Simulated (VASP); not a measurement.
Crystal: Li2O.

```xyz
3
Lattice="0.0000 2.3130 2.3130 2.3130 0.0000 2.3130 2.3130 2.3130 0.0000" Properties=species:S:1:pos:R:3 pbc="T T T"
Li    1.1565    1.1565    1.1565
Li    3.4695    3.4695    3.4695
O     0.0000    0.0000    0.0000
```

```yaml
Program: VASP 6.6.1
Task: relaxation of cell and atoms
Functional: LDA
Potentials_or_basis: VASP PAW LDA potentials, release 64 (Li_sv, O)
Cutoff: 600 eV
k_mesh: 8 × 8 × 8
Occupations: gaussian, width 0.02 eV
Spin: no spin polarisation
```

At the start: pressure -7.3 GPa; volume 8.25 Å³/atom.

Problem. Where does the relaxation end?

Solution. Over 4 steps the energy falls by 17.9 meV/atom and the volume is 7.51 Å³/atom (-8.9 %); space group Fm-3m (No. 225, to 0.05 Å).

Step by step:
| step | energy change (eV) | largest force (eV/Å) | pressure (GPa) | volume (Å³) |
| --- | --- | --- | --- | --- |
| 1 | 0.0000 | 0.0000 | -7.25 | 24.75 |
| 2 | -0.0441 | 0.0000 | -3.45 | 23.44 |
| 3 | -0.0535 | 0.0000 | 0.26 | 22.47 |
| 4 | -0.0536 | 0.0000 | 0.08 | 22.54 |

Final structure:
```
CELL_PARAMETERS angstrom
0.00000 2.24188 2.24188
2.24188 0.00000 2.24188
2.24188 2.24188 0.00000
ATOMIC_POSITIONS crystal
Li 0.25000 0.25000 0.25000
Li 0.75000 0.75000 0.75000
O 0.00000 0.00000 0.00000
```

Caveat: the cutoff is under 1.25 times the usual one of these potentials, so pressure, stress and relaxed cells hold a basis-set (Pulay) error.
